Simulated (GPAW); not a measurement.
# BeS (F-43m) in GPAW: notebook

The runs below take BeS through single point, with LDA, PBE.

All numbers are computed with GPAW 26.7.0; they aren't measurements. Logs are shortened: lines on timing, memory, paths and dates and some standing lists are left out, and cuts for length are marked. The log counts tension as positive stress, the text compression.

### Step 1. The crystal as given

It takes space group F-43m (No. 216, cubic). Conventional cell: a = 4.850 Å, b = 4.850 Å, c = 4.850 Å, α = 90.00°, β = 90.00°, γ = 90.00°. S (site symmetry -43m) has 4 Be at 2.10 Å as nearest neighbours. Around Be (site symmetry -43m) lie 4 S at 2.10 Å.

### Step 2. Single point, LDA

File run.py:

```python
from ase import Atoms
from ase.dft.bandgap import bandgap
from ase.io import write
from ase.units import GPa
from gpaw import GPAW, PW

atoms = Atoms(['S', 'Be'],
              cell=[[0.0, 2.425, 2.425],
                    [2.425, 0.0, 2.425],
                    [2.425, 2.425, 0.0]],
              scaled_positions=[[0.75, 0.75, 0.75],
                                [0.0, 0.0, 0.0]],
              pbc=True)

calc = GPAW(mode=PW(600),
            xc='LDA',
            kpts={'size': (8, 8, 8), 'gamma': True},
            occupations={'name': 'fermi-dirac', 'width': 0.05},
            nbands=11,
            maxiter=120,
            txt='gpaw.txt')
atoms.calc = calc
energy = atoms.get_potential_energy()
forces = atoms.get_forces()
stress = atoms.get_stress()
calc.write('gs.gpw')
write('result.traj', atoms)
print(f'Energy: {energy:.6f} eV')
print('Forces (eV/A):')
print(forces.round(4))
print('Stress (GPa):', (stress / GPa).round(3))
print('Fermi level:', round(calc.get_fermi_level(), 4), 'eV')
print(f'Gap: {bandgap(calc)[0]:.4f} eV, direct: {bandgap(calc, direct=True)[0]:.4f} eV')
```

Potentials or basis: the program's PAW data sets (release 1.2.1) made for this functional, pw.

Command:

```bash
OMP_NUM_THREADS=1 python run.py
```

gpaw.txt:

```text
__  _  _
 | _ |_)|_||  |
 |__||  | ||/\| - 26.7.0

Input parameters:
  mode=PW(ecut=600.0),
  kpts=MonkhorstPack(size=(8, 8, 8), gamma=True),
  maxiter=120,
  nbands=11,
  occupations=Occupations(name='fermi-dirac', width=0.05),
  xc=XC(name='LDA')

Diagonalizing LCAO Hamiltonian
Converting LCAO to pw mode

                   S

       Be

Atoms  # Å, Bohr magnetons
|   | symbol |        x |        y |        z |    initial magnetic moments |
|---|--------|----------|----------|----------|-----------------------------|
| 0 |      S | 3.637500 | 3.637500 | 3.637500 | ( 0.0000,  0.0000,  0.0000) |
| 1 |     Be | 0.000000 | 0.000000 | 0.000000 | ( 0.0000,  0.0000,  0.0000) |

Unit cell  # Å
| periodic |        x |        y |        z |  lengths |    angles |
|----------|----------|----------|----------|----------|-----------|
|      yes | 0.000000 | 2.425000 | 2.425000 | 3.429468 | 60.000000 |
|      yes | 2.425000 | 0.000000 | 2.425000 | 3.429468 | 60.000000 |
|      yes | 2.425000 | 2.425000 | 0.000000 | 3.429468 | 60.000000 |

Number of symmetries: 24
Symmetry operations  # r_c * U_cc + t_c -> r_c
|    | kind |            matrix            |
|----|------|------------------------------|
|  0 |  E   |  1, 0, 0,  0, 1, 0,  0, 0, 1 |
|  1 |  σ   |  1, 0, 0,  0, 0, 1,  0, 1, 0 |
|  2 |  σ   |  1, 0,-1,  0, 1,-1,  0, 0,-1 |
|  3 |  C3  |  1, 0,-1,  0, 0,-1,  0, 1,-1 |
|  4 |  C3  |  1,-1, 0,  0,-1, 1,  0,-1, 0 |
|  5 |  σ   |  1,-1, 0,  0,-1, 0,  0,-1, 1 |
|  6 |  σ   |  0, 1, 0,  1, 0, 0,  0, 0, 1 |
|  7 |  C3  |  0, 1, 0,  0, 0, 1,  1, 0, 0 |
|  8 |  C2  |  0, 1,-1,  1, 0,-1,  0, 0,-1 |
|  9 |  S4  |  0, 1,-1,  0, 0,-1,  1, 0,-1 |
| 10 |  C3  |  0, 0, 1,  1, 0, 0,  0, 1, 0 |
| 11 |  σ   |  0, 0, 1,  0, 1, 0,  1, 0, 0 |
| 12 |  S4  |  0, 0,-1,  1, 0,-1,  0, 1,-1 |
| 13 |  C3  |  0, 0,-1,  0, 1,-1,  1, 0,-1 |
| 14 |  S4  |  0,-1, 1,  1,-1, 0,  0,-1, 0 |
| 15 |  C2  |  0,-1, 1,  0,-1, 0,  1,-1, 0 |
| 16 |  C3  |  0,-1, 0,  1,-1, 0,  0,-1, 1 |
| 17 |  S4  |  0,-1, 0,  0,-1, 1,  1,-1, 0 |
| 18 |  S4  | -1, 1, 0, -1, 0, 1, -1, 0, 0 |
| 19 |  C3  | -1, 1, 0, -1, 0, 0, -1, 0, 1 |
| 20 |  C3  | -1, 0, 1, -1, 1, 0, -1, 0, 0 |
| 21 |  S4  | -1, 0, 1, -1, 0, 0, -1, 1, 0 |
| 22 |  σ   | -1, 0, 0, -1, 1, 0, -1, 0, 1 |
| 23 |  C2  | -1, 0, 0, -1, 0, 1, -1, 1, 0 |

BZ-sampling:
  Number of BZ points: 512
  Number of IBZ points: 29

  Monkhorst-Pack size: [8, 8, 8]
  Monkhorst-Pack shift: [0.0625, 0.0625, 0.0625]

K-points  # in reciprocal-cell coordinates
|     |                                coordinates |     weight |
|-----|--------------------------------------------|------------|
|   0 | (  0.00000000,   0.00000000,   0.00000000) | 0.00195312 |
|   1 | (  0.12500000,   0.12500000,   0.00000000) | 0.01171875 |
|   2 | (  0.12500000,   0.12500000,   0.12500000) | 0.01562500 |
|   3 | (  0.25000000,   0.12500000,   0.12500000) | 0.02343750 |
|   4 | (  0.25000000,   0.25000000,   0.00000000) | 0.01171875 |
|   5 | (  0.25000000,   0.25000000,   0.12500000) | 0.04687500 |
|   6 | (  0.25000000,   0.25000000,   0.25000000) | 0.01562500 |
|   7 | (  0.37500000,   0.25000000,  -0.37500000) | 0.04687500 |
|   8 | (  0.37500000,   0.25000000,   0.12500000) | 0.04687500 |
|   9 | (  0.37500000,   0.25000000,   0.25000000) | 0.04687500 |
| ... |                                            |            |
|  28 | (  0.50000000,   0.50000000,   0.50000000) | 0.00781250 |

Plane wave coefficients: 961
Cutoff: 600.0 eV

Spin-components: 1 (collinear spins)
Bands:           11
Projectors:      8
Spin-degeneracy: 2
Datatype:        complex128

Parallelization:
  kpt:    1
  domain: 1
  band:   1

Density:
  Valence electrons: 8.0
  Components: 1
  Grid points: [20 20 20]
  Charge: 0.0  # |e|

Potential:
  Grid points: [20 20 20]

species:
  S:
    name:    Sulfur
    Z:       16.0
    valence: 6
    core:    10
    charge:  0.0  # [|e|]
    compensation charges:
      type: gauss
      rc: 0.24  # [Å]
      lmax: 2
    cutoffs:
      filter: 1.77  # [Å]
      core: 1.66  # [Å]
    projectors
    | kind |    occ | energy [eV] | rcut [Å] |
    |------|--------|-------------|----------|
    |   3s |  2.000 |     -17.278 |    0.974 |
    |   3p |  4.000 |      -7.106 |    0.979 |
    |    s |        |       9.933 |    0.974 |
    |    p |        |      20.105 |    0.979 |
    |    d |        |       0.000 |    0.900 |

    Using partial waves for S as LCAO basis

  Be:
    name:    Beryllium
    Z:       4.0
    valence: 2
    core:    2
    charge:  0.0  # [|e|]
    compensation charges:
      type: gauss
      rc: 0.25  # [Å]
      lmax: 2
    cutoffs:
      filter: 1.42  # [Å]
      core: 1.84  # [Å]
    projectors
    | kind |    occ | energy [eV] | rcut [Å] |
    |------|--------|-------------|----------|
    |   2s |  2.000 |      -5.600 |    0.794 |
    |   2p |  0.000 |      -2.099 |    0.794 |
    |    s |        |      21.612 |    0.794 |

    Using partial waves for Be as LCAO basis

Reference energy: -11217.772390  # eV

eigensolver:
  PPCG
  Converge bands: occupied
  niter=2

density mixing:
  MSR1-Mixer
  Pratt-step length: 0.05
  Maximum mixing coefficient: 0.75
  Old densities: 10
  SVD Regularization: 0.005
  Good broyden scale: 1.0
  Trust region scale: 1.0
  Backstep threshold: 4.0
  History deletion threshold: 6.0
  Fourier metric: weight=20.0, sigma=0.015

occupation numbers:
  Fermi-Dirac:
    width: 0.0500  # eV

poisson solver:
  ecut: 4800.0  # eV

xc functional:
  name: None

convergence criteria:
- Maximum [total energy] change in last 3 cyles: 0.0005 eV / valence electron
- Maximum integral of absolute [dens]ity change: 0.0001 electrons / valence electron
- Maximum integral of absolute [eigenst]ate change: 4e-08 eV^2 / valence electron
maximum number of iterations: 120

SCF iterations
|iter     | |      energy | eigst |  dens |
|---------|-|-------------|-------|-------|
|iter:   1| |  -11.285256 | -0.05 |       |
|iter:   2| |  -11.263868 | -2.35 | -0.92 |
|iter:   3| |  -11.108593 | -2.09 | -0.95 |
|iter:   4| |  -11.107009 | -3.30 | -1.59 |
|iter:   5| |  -11.107215c| -4.67 | -2.22 |
|iter:   6| |  -11.107249c| -5.66 | -2.73 |
|iter:   7| |  -11.107250c| -7.20 | -3.76 |
|iter:   8| |  -11.107250c| -8.15c| -4.18c|

Converged in 8 steps
Energy contributions relative to reference atoms: (reference = -11217.772390)

Energy contributions:
  Kinetic:          11.407577
  Coulomb:         -10.518427
  Zero:              0.008465
  External:          0.000000
  Xc:              -12.004865
  Entropy:          -0.000000
  Spinorbit:         0.000000
  ----------------------------
  Free energy:     -11.107250
  Extrapolated:    -11.107250

dipole moment: (-1.692362, -1.692362, -1.692362)  # |e|*Ang

Fermi level: 6.336
Eigenvalues  # (at kpt = [0.000, 0.000, 0.000])
| band index |      eig [eV] | occ [0-2] |
|------------|---------------|-----------|
|          0 |        -9.172 |     2.000 |
|          1 |         4.514 |     2.000 |
|          2 |         4.514 |     2.000 |
|          3 |         4.514 |     2.000 |
|          4 |        10.021 |     0.000 |
|          5 |        10.021 |     0.000 |
|          6 |        10.021 |     0.000 |
|          7 |        10.158 |     0.000 |
|          8 |        17.162 |     0.000 |
|          9 |        17.162 |     0.000 |
|         10 |        19.135 |     0.000 |

Gap: 2.896 eV
Transition (v -> c):
  (s=0, k=0, n=3, [0.00, 0.00, 0.00]) -> (s=0, k=24, n=4, [0.50, 0.50, 0.00])
Direct/indirect transitions are different
Direct gap: 5.507 eV
Transition at: (s=0, k=0, n=3, [0.00, 0.00, 0.00])

Forces  # eV/Ang
|       x |        y |        z |
|---------|----------|----------|
| 0.00000 | -0.00000 | -0.00000 |  # S    0
| 0.00000 |  0.00000 |  0.00000 |  # Be   1

Stress tensor  # eV/Ang^3
|        x |        y |        z |
|----------|----------|----------|
| 0.016647 | 0.000000 | 0.000000 |
| 0.000000 | 0.016647 | 0.000000 |
| 0.000000 | 0.000000 | 0.016647 |

# Writing to gs.gpw (mode='')
```

It took 6.2 s on 1 thread of Intel Xeon Platinum 8259CL at 2.50GHz (Skylake/Cascade Lake), shared host; peak memory 0.14 GiB.

What came out:

```
Free energy            : -11.1073 eV
Pressure               : -2.7 GPa
Band gap on the k mesh : 2.90 eV, indirect (least direct gap 5.51 eV)
```

Caveat: the cutoff is short for stress and forces, so pressures can be off by a GPa or more.

### Step 3. Single point, PBE

run.py: that of step 2 with these lines changed.

```diff
@@ -15,3 +15,3 @@
 calc = GPAW(mode=PW(600),
-            xc='LDA',
+            xc='PBE',
             kpts={'size': (8, 8, 8), 'gamma': True},
```

Potentials or basis: GPAW PAW data sets (gpaw-data 1.2.1), pw.

Command:

```bash
OMP_NUM_THREADS=1 python run.py
```

Wall time 4.8 s (1 thread of Arm Neoverse V2, shared host); peak memory 0.13 GiB.

It converged, with:

```
Free energy            : -9.9228 eV
Pressure               : 2.2 GPa
Band gap on the k mesh : 3.10 eV, indirect (least direct gap 5.64 eV)
```

Levels at points of the mesh, in eV from the valence-band top:
| k point | band 1 | band 2 | band 3 | band 4 | band 5 | band 6 | band 7 |
| --- | --- | --- | --- | --- | --- | --- | --- |
| (0.00, 0.00, 0.00) | -13.71 | 0.00 | 0.00 | 0.00 | 5.64 | 5.64 | 5.64 |
| (0.50, 0.50, 0.00) | -11.55 | -5.03 | -2.65 | -2.65 | 3.10 | 4.90 | 12.73 |
| (0.50, 0.50, 0.50) | -12.09 | -5.80 | -1.04 | -1.04 | 5.46 | 6.53 | 6.53 |

Caveat: the cutoff is short for stress and forces, so pressures can be off by a GPa or more. As with any semilocal functional, this PBE gap is likely too small.
